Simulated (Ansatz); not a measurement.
Planning a GW calculation on LiBr (Fm-3m).

```
Li Br
1.0
     0.00000    2.75065    2.75065
     2.75065    0.00000    2.75065
     2.75065    2.75065    0.00000
Li Br
1 1
Direct
  0.00000 0.00000 0.00000
  0.50000 0.50000 0.50000
```

The cell and positions come from the Crystallography Open Database and are kept as given unless a step says otherwise.

Runs so far (Ansatz 0.2.0, start PBE, PAW set soft_1 files, 6×6×6 mesh). Times are wall times on 1 × NVIDIA GB200 (shared by 2 runs) with 24 threads of Arm Neoverse V2, shared host, good to a factor of about two.

| bands summed | cutoff (eV) | gap on the mesh (eV) | time |
| --- | --- | --- | --- |
| 48 | 60 | 6.814 | 3.1 s |
| 129 | 120 | 7.069 | 3.7 s |

**Question.** What should the next rung give, with 272 bands and screening to 200 eV, and where is the limit?

The error falls about as one over the bands when the cutoff rises with them. A line through the two highest rungs given predicts 7.149 eV; the run gave 7.200 eV, a miss of 0.051 eV, so the law fails here: the steps don't follow it yet. The two highest rungs put the limit near 7.317 eV, the pair below near 7.221 eV; neither can be trusted until a further rung is run.

Gaps are over the mesh's points; an edge off the mesh would be missed. Limits: not at the basis limit; no spin-orbit coupling.

[Paths, hosts, dates, memory and timing lines, banners, echoed tables and standing remarks are left out of the program output.]

[Logs are printed without paths, hosts, clocks, repeated set-up lines and the standing remarks that a program may print on its own settings, such as how far it seeks lower states.]

[Runs of the session that timed out or met a known fault of the program may be left out.]

[Cells called generated may have been cut or substituted from an entry of the Crystallography Open Database or the Materials Project.]

[Hosts, paths, dates, database ids (printed as entryN), source tags and the programs' standing remarks are cut or masked in the printed files.]
